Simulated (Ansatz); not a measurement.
Ge under changes of volume

One of the cells (18.253 Å³/atom); the others are scaled copies at fixed shape and fractional positions:

```
CELL_PARAMETERS angstrom
1.48805 -2.59469 0.00000
1.48805 2.59469 0.00000
0.00000 0.00000 4.72760
ATOMIC_POSITIONS crystal
Ge 0.33345 0.66655 0.25000
Ge 0.66655 0.33345 0.75000
```

This isn't the form of Ge at room conditions, which is diamond.

- Program: Ansatz 0.2.0
- Functional: PBEsol
- Potentials or basis: JTH PAW
- Cutoff: 1080 eV (not typed: the program's choice for these potentials)
- k mesh: 10 × 10 × 6
- Occupations: fermi-dirac, width 0.05 eV
- Spin: no spin polarisation

```tsv
volume (Å³/atom)	energy over the lowest point (meV/atom)	pressure (GPa)	largest force (eV/Å)
17.158	24.29	6.5	0.003
17.523	11.87	4.4	0.002
17.888	3.97	2.5	0.001
18.253	0.15	0.8	0.001
18.618	0.00	-0.7	0.000
18.984	3.15	-2.1	0.000
19.349	?	?	?
```

**Question.** What does the run at 19.349 Å³/atom give?

**Answer.** Energy over the lowest point 9.28 meV/atom; pressure -3.3 GPa; largest force 0.001 eV/Å.

Worked out: A Birch-Murnaghan fit of order 3 (a polynomial in V^(-2/3)) to the other rows has its minimum at 18.45 Å³/atom with B0 = V·E''(V) = 77 GPa and B' = 4.3 at fixed shape and positions, which overstates the stiffness. It gives 9.27 meV/atom at 19.349 Å³/atom, against the run's 9.28, and -dE/dV = -3.3 GPa, against -3.3.

Energies are extrapolated to zero smearing.
